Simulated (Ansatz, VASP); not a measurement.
# SiC (Moissanite) in two plane-wave programs, part 2 of 2

Aim: how closely do two programs agree when they are given the same cell, functional and k mesh? The cell is taken from a series of runs on this material, whose earlier steps may have relaxed, scaled, displaced or heated it; both programs get it as it stands.

VASP 6.6.1 and Ansatz 0.2.0.

So far: The structure; VASP: dielectric response, LDA.

**3. Ansatz: dielectric response, LDA**

Level of this step: Ansatz beside VASP: Kohn-Sham DFT, plane waves, LDA (Ansatz).

Ansatz runs on its default PAW (the set named soft_2) files.

The same cell, functional (in two slightly different forms) and mesh now go to Ansatz, which takes its cutoff from its data sets.

File input.yaml:

```yaml
crystal:
  lattice:
    - [3.081, 0.0, 0.0]
    - [-1.5405, 2.6682242691, 0.0]
    - [0.0, 0.0, 15.1248]
  atoms:
    - { symbol: Si, position: [0.0, 0.0, 0.0] }
    - { symbol: Si, position: [0.0, 0.0, 0.5] }
    - { symbol: Si, position: [0.3333333333, 0.6666666667, 0.1664] }
    - { symbol: Si, position: [0.6666666667, 0.3333333333, 0.6664] }
    - { symbol: Si, position: [0.6666666667, 0.3333333333, 0.3329] }
    - { symbol: Si, position: [0.3333333333, 0.6666666667, 0.8329] }
    - { symbol: C, position: [0.3333333333, 0.6666666667, 0.0412] }
    - { symbol: C, position: [0.6666666667, 0.3333333333, 0.5412] }
    - { symbol: C, position: [0.6666666667, 0.3333333333, 0.208] }
    - { symbol: C, position: [0.3333333333, 0.6666666667, 0.708] }
    - { symbol: C, position: [0.0, 0.0, 0.3746] }
    - { symbol: C, position: [0.0, 0.0, 0.8746] }
kpoints:
  mp_grid: { grid: [7, 7, 2] }
scf:
  occupations: { method: fixed }
hamiltonian:
  xc: lda
  pseudopotentials: { kind: paw }
dielectric: {}
```

Command:

```console
ansatz run input.yaml --threads 8 --pin off --max-ram 16384MiB --backend cpu --events-out ev --progress --plain --runs-dir out
```

Numbers of over 12 decimals in the logs are rounded to 6 here.

The program printed:

```text
Engine: ansatz 0.2.0, aarch64-unknown-linux-gnu
Pseudopotentials: kind: paw
Pseudopotential: Si, paw, valence charge 4, recommended cutoff 420 eV (normal), Si.paw.azcp
Pseudopotential: C, paw, valence charge 4, recommended cutoff 420 eV (normal), C.paw.azcp
Functional definition: SPW92
  exchange = slater_x
  correlation = pw_c
Crystal: 12 atoms, lattice volume = 124.338 Å³
Basis set: ecut = 420 eV, 2415 PW (Γ), exchange–correlation on 48×48×216 points (8 copies of the dense FFT grid, shifted against one another)
Bands: 36, of which v1, the nominal top of the filled ones, is band 24 counted from 1 (23 counted from 0)
Symmetry: 12 space group operations
k-points: 32 of 98 (irreducible under 2 space group operations, time reversal used)
Non-local potential: Si, projectors of the file, l = 0: 2, l = 1: 2, l = 2: 2
Non-local potential: C, projectors of the file, l = 0: 2, l = 1: 2, l = 2: 1
PAW form: soft (Blöchl's): semilocal exchange-correlation on the pseudo side does not see the compensation charge
PAW frozen core: Si, regenerated for the run's functional, and the local potential with it (the file was generated under x = pbe(κ = 0.804, μ = 0.219515), c = pbe(β = 0.066725))
PAW frozen core: C, regenerated for the run's functional, and the local potential with it (the file was generated under x = pbe(κ = 0.804, μ = 0.219515), c = pbe(β = 0.066725))
PAW one-centre angular grid: Si, 110 points (default); XC on 64 Gauss nodes
PAW one-centre angular grid: C, 110 points (default); XC on 64 Gauss nodes
Initial density: superposition of atomic densities (neutral atoms: chi_scale 0, normalization atom), corrected by the library's trained network
Initial wavefunctions: pseudopotential atomic-orbital guess
Functional: x = slater, c = lda
SCF iter   1: F=—  HF=-5113.187611 eV  |F-HF|=—  |Δ(HF+E_count)|=         —  Δρ=7.73e-3  dr2=7.77e-2  ethr=1.77e-3  ⟨swp⟩=4.9  Hψ=4744  notcnv=0  defer=312
preconditioner: auto → none  [insulator: Δε(μ)=2.031 eV  Ē_g=11.813 eV  n_scr=10 (ndim 8)  ℏωp=23.1 eV  f_vac=0.000  ε∞_Penn≈4.8]
SCF iter   2: F=—  HF=-5113.166491 eV  |F-HF|=—  |Δ(HF+E_count)|=   2.11e-2  Δρ=3.46e-3  dr2=7.30e-3  ethr=1.62e-4  ⟨swp⟩=2.1  Hψ=2037  notcnv=0  defer=320
SCF iter   3: F=—  HF=-5113.164731 eV  |F-HF|=—  |Δ(HF+E_count)|=   1.76e-3  Δρ=1.44e-3  dr2=1.29e-3  ethr=1.52e-5  ⟨swp⟩=2.1  Hψ=1733  notcnv=0  defer=320
SCF iter   4: F=—  HF=-5113.164866 eV  |F-HF|=—  |Δ(HF+E_count)|=   1.35e-4  Δρ=6.83e-4  dr2=1.95e-3  ethr=2.68e-6  ⟨swp⟩=2.6  Hψ=1675  notcnv=0  defer=320
SCF iter   5: F=—  HF=-5113.164428 eV  |F-HF|=—  |Δ(HF+E_count)|=   4.38e-4  Δρ=9.84e-5  dr2=2.00e-5  ethr=2.68e-6  ⟨swp⟩=2.1  Hψ=1430  notcnv=0  defer=320
SCF iter   6: F=—  HF=-5113.164425 eV  |F-HF|=—  |Δ(HF+E_count)|=   3.12e-6  Δρ=1.84e-5  dr2=5.19e-7  ethr=4.18e-8  ⟨swp⟩=2.2  Hψ=1482  notcnv=0  defer=220
SCF iter   7: F=—  HF=-5113.164422 eV  |F-HF|=—  |Δ(HF+E_count)|=   2.61e-6  Δρ=8.56e-6  dr2=1.39e-7  ethr=1.08e-9  ⟨swp⟩=2.1  Hψ=1768  notcnv=0  defer=206
SCF iter   8: F=—  HF=-5113.164422 eV  |F-HF|=—  |Δ(HF+E_count)|=   2.35e-8  Δρ=3.71e-6  dr2=1.16e-8  ethr=2.91e-10  ⟨swp⟩=2.0  Hψ=1369  notcnv=0  defer=206
SCF iter   9: F=—  HF=-5113.164422 eV  |F-HF|=—  |Δ(HF+E_count)|=  5.91e-10  Δρ=1.73e-6  dr2=2.10e-9  ethr=2.41e-11  ⟨swp⟩=2.1  Hψ=1516  notcnv=0  defer=206
SCF iter  10: F=-5113.164422 eV  HF=-5113.164422 eV  |F-HF|=3.46e-11  |Δ(HF+E_count)|=  7.00e-11  Δρ=2.66e-7  dr2=6.88e-11  ethr=1.00e-12  ⟨swp⟩=9.9  Hψ=6088  notcnv=0
SCF 1 converged in 10 iterations: F = -5113.164422 eV  dr2 = 6.88e-11
  greatest PAW one-centre occupation: 0.637 electrons in one spin orbital (limit 2), on the C atom at site 7 (counted from 0), in its partial waves of l = 0
NSCF: frozen V_eff on 6 k-points
DFPT response loops at Γ: preconditioner auto → Resta (q_TF=auto, 2.328 Å⁻¹)  ε∞=5.3 (no band partly filled); β = 1.00, the filter's whole step (`scf.mixing.beta` (0.50) is not read by the response loops at its default; to damp them type it under 1.00, their step now; it binds the ground state too); Broyden in place of MSR1
── the response to a field inside a basis, on 10×10×2 k-points: an SCF that follows is theirs, and a resumed run solves both again ──
Bands: 25, of which v1, the nominal top of the filled ones, is band 24 counted from 1 (23 counted from 0)
k-points: 30 of 200 (irreducible under 4 space group operations, time reversal used)
Initial density: handed on by an earlier stage of this run
Initial wavefunctions: pseudopotential atomic-orbital guess (no wavefunctions were taken with the density)
Eigensolver: Dense (30 Hₖ)
SCF iter   1: F=—  HF=-5113.044972 eV  |F-HF|=—  |Δ(HF+E_count)|=         —  Δρ=3.87e-4  dr2=7.39e-5  ethr=1.00e-1
preconditioner: auto → none  [insulator: Δε(μ)=2.078 eV  Ē_g=9.459 eV  n_scr=10 (ndim 8)  ℏωp=23.1 eV  f_vac=0.000  ε∞_Penn≈6.9]
SCF iter   2: F=—  HF=-5113.044966 eV  |F-HF|=—  |Δ(HF+E_count)|=   6.14e-6  Δρ=1.93e-4  dr2=1.45e-5  ethr=1.54e-7
SCF iter   3: F=—  HF=-5113.044968 eV  |F-HF|=—  |Δ(HF+E_count)|=   1.61e-6  Δρ=5.29e-5  dr2=3.09e-6  ethr=3.02e-8
SCF iter   4: F=—  HF=-5113.044967 eV  |F-HF|=—  |Δ(HF+E_count)|=   6.85e-7  Δρ=6.83e-6  dr2=1.53e-7  ethr=6.44e-9
SCF iter   5: F=-5113.044967 eV  HF=-5113.044967 eV  |F-HF|=5.53e-8  |Δ(HF+E_count)|=   1.62e-8  Δρ=4.07e-6  dr2=6.30e-8  ethr=3.18e-10
SCF 1 converged in 5 iterations: F = -5113.044967 eV  dr2 = 6.30e-8
  greatest PAW one-centre occupation: 0.638 electrons in one spin orbital (limit 2), on the C atom at site 7 (counted from 0), in its partial waves of l = 0
DFPT response loops at Γ: preconditioner auto → Resta (q_TF=auto, 2.328 Å⁻¹)  ε∞=5.4 (no band partly filled); β = 1.00, the filter's whole step (`scf.mixing.beta` (0.50) is not read by the response loops at its default; to damp them type it under 1.00, their step now; it binds the ground state too); Broyden in place of MSR1
SCF converged after 10 iterations
Free energy (F): -5113.164422 eV
Harris-Foulkes:  -5113.164422 eV  (|F-HF|=3.46e-11)
Internal energy: -5113.164422 eV  (E = F + TS)
E sigma→0 (E₀):  -5113.164422 eV
Fermi energy:    9.273752 eV
--- Per-component energies (eV) ---
  E_band       = 161.534541
  E_kinetic    = 813.783853
  E_local      = -639.734169  (includes V_loc(G=0)·N_el)
  E_nonlocal   = 323.269461
  E_hartree    = 191.556693
  E_xc         = -628.108226
  E_vxc        = -656.053109  (∫ρ·V_xc dr)
  E_paw        = -3467.798205  (= ΣΔE_a)
  E_vpaw       = -62.844961  (= ΣTr[D̂ρ^β])
  E_aug_tail   = 0.000076  (compensation charges beyond the density's cutoff)
  E_ewald      = -1707.016885
  E_core_change = 0.882979  (= ΣΔE_core)
  E_smearing   = -0.000000  (= −TS)
  E_closure    = 0.000000  (closes the sum)
  Σ components = -5113.164422   (vs F -5113.164422, Δ=0.00e0)
--- Band table (eV; the first three rows and the last of 32) ---
  k-point 0: bands = [... 20 lower, 8.9843, 9.2379, 9.2738, 9.2738, 14.3914, 14.5615, 14.9618, 15.4795, ... 8 higher]
  k-point 1: bands = [... 20 lower, 9.1785, 9.1785, 9.1785, 9.1785, 14.4578, 14.4578, 15.1944, 15.1944, ... 8 higher]
  k-point 2: bands = [... 20 lower, 8.5836, 8.6713, 9.0142, 9.1043, 14.2192, 14.6052, 14.6180, 15.3013, ... 8 higher]
  k-point 31: bands = [... 20 lower, 6.9820, 6.9820, 7.9447, 7.9447, 12.8298, 12.8298, 13.9533, 13.9533, ... 8 higher]
--- Dielectric response (ions clamped): 3 representative field directions + reference, inside a basis on a mesh of 200 k-points (Σ response iterations 12) ---
  ε∞ (high-frequency dielectric tensor):
        7.013193    -0.000000     0.000000
       -0.000000     7.013193    -0.000000
        0.000000    -0.000000     7.266298
  Born effective charges Z* (e; rows j = field, columns β = displacement):
    site 0:
         2.68824   -0.00000    0.00000
        -0.00000    2.68824   -0.00000
         0.00000   -0.00000    2.62778
    site 1:
         2.68824   -0.00000    0.00000
        -0.00000    2.68824   -0.00000
         0.00000    0.00000    2.62778
    site 2:
         2.71822   -0.00000    0.00000
        -0.00000    2.71822   -0.00000
         0.00000   -0.00000    2.78626
    site 3:
         2.71822   -0.00000    0.00000
        -0.00000    2.71822   -0.00000
         0.00000   -0.00000    2.78626
    site 4:
         2.69332   -0.00000    0.00000
        -0.00000    2.69332   -0.00000
         0.00000   -0.00000    2.87478
    site 5:
         2.69332   -0.00000    0.00000
        -0.00000    2.69332   -0.00000
         0.00000   -0.00000    2.87478
    site 6:
        -2.68466    0.00000   -0.00000
         0.00000   -2.68466   -0.00000
        -0.00000    0.00000   -2.81487
    site 7:
[...]
site 8:
[...]
site 9:
[...]
0.00000   -2.70105    0.00000
        -0.00000    0.00000   -2.76627
    site 10:
        -2.71408    0.00000   -0.00000
         0.00000   -2.71408    0.00000
        -0.00000   -0.00000   -2.70768
    site 11:
        -2.71408    0.00000   -0.00000
         0.00000   -2.71408   -0.00000
        -0.00000    0.00000   -2.70768
  Z* charge neutrality: 2.450e-2 e pre-enforcement
  solved inside a basis spanned on kpoints, on 10×10×2 k-points, its susceptibility summed on 12×12×2: ε∞ is read to err by 4.8e-2, Z* by 2.2e-2 e (field_mesh: kpoints solves on kpoints); Z* is corrected for what the basis lacks
```

**4. Comparison**

Known differences besides the potentials themselves: the two LDA forms differ slightly; fixed occupations in Ansatz, narrow Gaussian smearing in VASP; VASP's response is taken on the typed mesh, Ansatz refines its own for the field response alone; the cutoff is 420 eV in Ansatz and 520 eV in VASP; VASP's log shows a relativistic correction to its local exchange, Ansatz's none. Total energies have different zeros and are not compared.

Compared:

| quantity | Ansatz | VASP | difference |
| --- | --- | --- | --- |
| ε∞ xx | 7.01 | 7.25 | -3.29 % |
| ε∞ yy | 7.01 | 7.25 | -3.29 % |
| ε∞ zz | 7.27 | 7.27 | -0.05 % |

**5. What came out**

```
difference in ε∞ xx (dielectric response, LDA) : -3.3 %
```

The difference in ε∞ xx is -3.3 % (dielectric response, LDA), within the 5 % picked in this series as the mark of a large difference. How closely two codes agree says nothing of how well the functional describes the real material.

[Lines on the potential files, build, host, timing and source positions are cut from VASP's logs without a mark.]

[Logs are printed without paths, hosts, clocks, repeated set-up lines and the standing remarks that a program may print on its own settings, such as how far it seeks lower states.]

[Hosts, paths, dates, database ids (printed as entryN), source tags and the programs' standing remarks are cut or masked in the printed files.]
